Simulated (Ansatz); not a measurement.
Sn: do energies and stresses tell the same story?

Computed with Ansatz 0.2.0, DFT PBE, scalar-relativistic, plane waves, PAW.

Plane waves to 420 eV, a k mesh through Γ of 18×18×18 on the computed 1-atom cell and Gaussian smearing (0.10 eV); no spin polarisation.

Relaxed cell: I4/mmm, a = 3.481 Å, b = 3.481 Å, c = 4.619 Å, α = 90.00°, β = 90.00°, γ = 90.00°, 1 atom in the primitive cell. This form isn't the element's structure at ambient conditions.

Energies at zero smearing and pressures from the stress tensor, at volumes with shape and atoms relaxed:
```csv
V (Å³/atom),E − E(first) (meV/atom),P (GPa)
24.626,0.00,8.11
25.466,-35.46,5.56
26.305,-58.77,3.38
27.145,-71.53,1.53
27.984,-75.31,-0.02
28.824,-71.62,-1.31
29.663,-61.77,-2.39
30.783,-40.81,-3.56
```

Task: Check P = −dE/dV between neighbouring volumes, and get the bulk modulus from the pressures alone.

Result: With 1 eV/Å³ = 160.2 GPa:
```csv
middle V (Å³/atom),−ΔE/ΔV (GPa),mean P (GPa)
25.046,6.768,6.832
25.885,4.449,4.468
26.725,2.435,2.456
27.564,0.721,0.759
28.404,-0.705,-0.663
29.244,-1.880,-1.848
30.223,-3.000,-2.975
```

The two differ by 0.06 GPa at most. The mean of two end pressures misses the average over a step by about ΔV² P″/12, up to 0.03 GPa here; with that taken off 0.03 GPa remains, from the smearing term (the stress is the derivative of the free energy), the finite cutoff, the mesh or the relaxation's tolerance. Around V = 27.984 Å³/atom, the two neighbours give B = −V ΔP/ΔV = 27.984 × 2.84 / 1.679 = 47.4 GPa, against B0 = 47.1 GPa from the Birch–Murnaghan fit of the energies.